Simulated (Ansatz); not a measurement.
# Si2Ni: the cost of one run

Program: Ansatz 0.2.0. Level of theory: DFT PBE, scalar-relativistic, plane waves, PAW. These are calculated values, not measurements.

5 further runs of the same task are left out: 2 that didn't finish, 3 set aside as unsound or not needed.

## Step 1: The starting structure

Symmetry: Fm-3m, No. 225, cubic system. Conventional cell: a = 5.447 Å, b = 5.447 Å, c = 5.447 Å, α = 90.00°, β = 90.00°, γ = 90.00°. Si (site symmetry -43m) has 4 Ni at 2.36 Å as nearest neighbours. Ni (site symmetry m-3m) is surrounded by 8 Si at 2.36 Å.

Coordinates:

```
Si Ni
1.0
     2.72339    2.72339    0.00000
    -2.72339    2.72339    0.00000
     0.00000    0.00000    5.44679
Si Ni
4 2
Direct
  0.00000 0.50000 0.75000
  0.50000 0.00000 0.75000
  0.50000 0.00000 0.25000
  0.00000 0.50000 0.25000
  0.00000 0.00000 0.00000
  0.50000 0.50000 0.50000
```

It goes back to an entry of the Materials Project, which need not be the stable form.

The unstrained cell comes from an earlier run at this level (6 atoms, E(σ→0) -14224.8027 eV, gap none (metal)).

## Step 2: The cell strained by +2.0 %

Input file input.yaml:

```yaml
crystal:
  lattice:
    - [2.7233944205, 2.7233944205, 0.0]
    - [-2.7233944205, 2.7233944205, 0.0]
    - [0.0770292265, 0.0770292265, 5.4467888409]
  atoms:
    - { symbol: Si, position: [0.0, 0.5, 0.75] }
    - { symbol: Si, position: [0.5, 0.0, 0.75] }
    - { symbol: Si, position: [0.5, 0.0, 0.25] }
    - { symbol: Si, position: [0.0, 0.5, 0.25] }
    - { symbol: Ni, position: [0.0, 0.0, 0.0] }
    - { symbol: Ni, position: [0.5, 0.5, 0.5] }
basis:
  ecutwfc: 420
kpoints:
  mp_grid: { grid: [10, 10, 8] }
hamiltonian:
  xc: pbe
scf:
  occupations: { method: gaussian, width: 0.1 }
output:
  forces: true
  stress: true
  eigenvalues: true
relax:
  adjacent_minimum: "off"
  f_tol: 0.008
  max_steps: 40
```

The run is started by

```bash
$ ansatz run input.yaml --threads 1 --pin off --max-ram 2560MiB --backend cpu --events-out ev --progress --plain --runs-dir out
```

Q: Estimate wall time and peak memory on 1 thread of Arm Neoverse V1, shared host.

About 2.1 min, with a peak of 0.7 GiB.
